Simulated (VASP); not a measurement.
Write the native input for VASP 6.6.1 that does the following.

```yaml
Task: relaxation of cell and atoms
Functional: PBEsol
Potentials_or_basis: VASP PAW PBE potentials, release 64 (Ti_sv, B)
Cutoff: 600 eV
k_mesh: 8 × 8 × 8
Occupations: fermi-dirac, width 0.05 eV
Spin: no spin polarisation
Ladder: gaps
Further_INCAR_settings: ALGO = Fast; EDIFF = 1e-06; IBRION = 2; EDIFFG = -0.005; NSW = 60; ISIF = 3
```

The structure of TiB2 lies in POSCAR:

```
TiB2
1.0
    3.0292000000      0.0000000000      0.0000000000
   -1.5146000000      2.6233641531      0.0000000000
    0.0000000000      0.0000000000      3.2284000000
Ti B
1 2
Direct
    0.0000000000      0.0000000000      0.0000000000
    0.6666666667      0.3333333333      0.5000000000
    0.3333333333      0.6666666667      0.5000000000
```

The input as run:

INCAR

```
SYSTEM = TiB2
ALGO = Fast
EDIFF = 1E-6
EDIFFG = -0.005
ENCUT = 600
GGA = PS
IBRION = 2
ISIF = 3
ISMEAR = -1
LASPH = .True.
LCHARG = .False.
LREAL = .False.
LWAVE = .False.
NELM = 60
NSW = 60
PREC = Accurate
SIGMA = 0.05
```

KPOINTS

```
k-points
0
Gamma
  8 8 8
  0 0 0
```

Potentials or basis: VASP PAW PBE potentials, release 64 (Ti_sv, B).

Run with:

```console
$ cat potpaw_PBE.64/Ti_sv/POTCAR potpaw_PBE.64/B/POTCAR > POTCAR
$ mpirun -np 1 vasp_std > vasp.out
```

It gave:

```
Relaxed volume                         : 8.38 Å³/atom
Relaxed cell                           : a = 3.020 Å, b = 3.020 Å, c = 3.182 Å, α = 90.00°, β = 90.00°, γ = 120.00°
Space group after relaxing (to 0.05 Å) : P6/mmm (No. 191)
Energy gained by relaxing              : 3.4 meV/atom
Ionic steps                            : 5
Pressure after relaxing                : 0.0 GPa
Band gap on the k mesh                 : none (metal or under the smearing width)
```

Caveat: the PAW data sets were made with another functional, which shifts forces and pressure a little.

Run time: 87 s on 1 thread of Intel(R) Xeon(R) Platinum 8488C (Sapphire Rapids), with other jobs on the host, peak memory 0.16 GiB.
